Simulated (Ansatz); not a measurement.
Starting cell, LaAlO3 (R-3c-perovskite type, space group R-3c):

```
LaAlO3
1.0
    2.70622     1.56244     4.39751
   -2.70622     1.56244     4.39751
    0.00000    -3.12488     4.39751
La Al O
2 2 6
Direct
  0.25000   0.25000   0.25000
  0.75000   0.75000   0.75000
  0.00000   0.00000   0.00000
  0.50000   0.50000   0.50000
  0.78870   0.71130   0.25000
  0.25000   0.78870   0.71130
  0.71130   0.25000   0.78870
  0.21130   0.28870   0.75000
  0.75000   0.21130   0.28870
  0.28870   0.75000   0.21130
```

A phonon eigenvector at Γ is frozen into this cell: atom i moves by Q times the vector below, so Q is the largest atomic displacement, in Å. The cell is held. It is one choice among 2 degenerate patterns.

```csv
atom,x,y,z
La1,0.000,0.039,0.000
La2,0.000,0.039,0.000
Al3,0.109,-0.994,0.000
Al4,-0.109,-0.994,0.000
O5,0.000,0.205,-0.216
O6,-0.208,0.565,0.108
O7,0.208,0.565,0.108
O8,0.000,0.205,-0.216
O9,-0.208,0.565,0.108
O10,0.208,0.565,0.108
```

These are PBE (plane waves to 420 eV, PAW, scalar-relativistic; Ansatz, a quantum-chemistry and plane-wave program) values and carry that method's errors. k mesh 8×8×8 (Γ-centred), Fermi-Dirac smearing 0.05 eV. Energies are smeared free energies. LaAlO3 is run without spin polarisation. LaAlO3 was relaxed with its symmetry unable to fall. The PAW data are Ansatz's earlier set. The zero of ΔE is the undisplaced structure.

```
Q (Å)   ΔE (eV/cell)
------  ------------
-0.100        0.2400
-0.067        0.1065
-0.033        0.0266
0.000         0.0000
0.033         0.0266
0.067         0.1065
0.100         0.2400
```

Problem. Which DFPT wavenumber at Γ belongs to this mode?
A) 726 cm⁻¹
B) 33 cm⁻¹
C) 597 cm⁻¹
D) 400 cm⁻¹

Solution. D, 400 cm⁻¹. The curvature of the scan gives 400 cm⁻¹

(A displaced cell: forces are minus the slopes of the energy, force constants its curvatures, and phonons follow from these.)
